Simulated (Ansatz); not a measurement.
Response of As to small distortions

```yaml
crystal:
  lattice:
    - [1.87975, 1.08527, 3.48577]
    - [-1.87975, 1.08527, 3.48577]
    - [0.00000, -2.17055, 3.48577]
  atoms:
    - { symbol: As, position: [0.22754, 0.22754, 0.22754] }
    - { symbol: As, position: [0.77246, 0.77246, 0.77246] }
```

Atoms are numbered in the order listed.

The structure is an experimental refinement, used without relaxation.

Level of theory: DFT, PBE, all-electron LAPW, scalar-relativistic in Ansatz 0.2.0.

The runs use a Γ-centred 11×11×11 k mesh, Fermi–Dirac smearing of 0.03 eV, basis error target 0.25 meV/atom, no spin polarisation.

The unchanged cell is at 3.57 GPa, so energy changes include a term −P ΔV where the volume moves.

In a metal, stresses and small energies carry noise from the k mesh.

x, y and z are the Cartesian axes of the cell as listed; fractional coordinates follow a strain, and an engineering shear is twice the off-diagonal strain component.

Task: One change gave: energy change -9 meV/atom; stress change (xx, yy, zz, yz, xz, xy) -3.14, -3.14, -1.53, 0.00, 0.00, 0.00 GPa, compression positive; change of the force on As1 (0.000, 0.000, -0.144) eV/Å. Which change was it?
A. x and y strained by +1.5 %, z held
B. equal xy, yz and zx engineering shear strains of +2 %
C. atom 2 (As) moved by (0.0354, 0.0354, 0.0000) Å

Result: A. For equal xy, yz and zx engineering shear strains of +2 %: energy change +4 meV/atom; stress change (xx, yy, zz, yz, xz, xy) 0.74, -0.70, 0.10, -1.55, -0.85, -0.39 GPa, compression positive; change of the force on As1 (-0.095, -0.139, 0.001) eV/Å. For atom 2 (As) moved by (0.0354, 0.0354, 0.0000) Å: energy change +3 meV/atom; stress change (xx, yy, zz, yz, xz, xy) -0.19, 0.35, 0.03, 0.90, 0.85, -0.21 GPa, compression positive; change of the force on As2 (-0.162, -0.178, -0.023) eV/Å.

Task: What force constant does this one finite step give for As2 along its displacement (all its periodic images move with it)?

Result: k = −ΔF·u/|u|² = 4.80 eV/Å², so the force pulls the atom back.
